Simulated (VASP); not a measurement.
TiTe:

```
CELL_PARAMETERS angstrom
0.00000 3.05007 3.05007
3.05007 0.00000 3.05007
3.05007 3.05007 0.00000
ATOMIC_POSITIONS crystal
Ti 0.50000 0.50000 0.50000
Te 0.00000 0.00000 0.00000
```

The cell comes from a database or a generator and needn't be the stable form of this composition.

Base run:

* Program: VASP 6.6.1
* Functional: r2SCAN
* Potentials or basis: VASP PAW PBE potentials, release 64 (Ti_sv, Te)
* Cutoff: 520 eV
* k mesh: 8 × 8 × 8
* Occupations: fermi-dirac, width 0.05 eV
* Spin: no spin polarisation
* Hubbard terms: Ti d U = 4 eV

Its results: pressure -9.5 GPa.

Question: The run is repeated on the same cell with these changes: hubbard terms from Ti d U = 4 eV to none. What comes out?

Answer: Pressure -11.3 GPa.

Caveats: the PAW data sets were made with another functional, which shifts forces and pressure a little; U without spin polarisation on a metal has little footing (some runs); the U is typed as a test and isn't derived for this compound (some runs).

Not every run made on this cell is shown here.
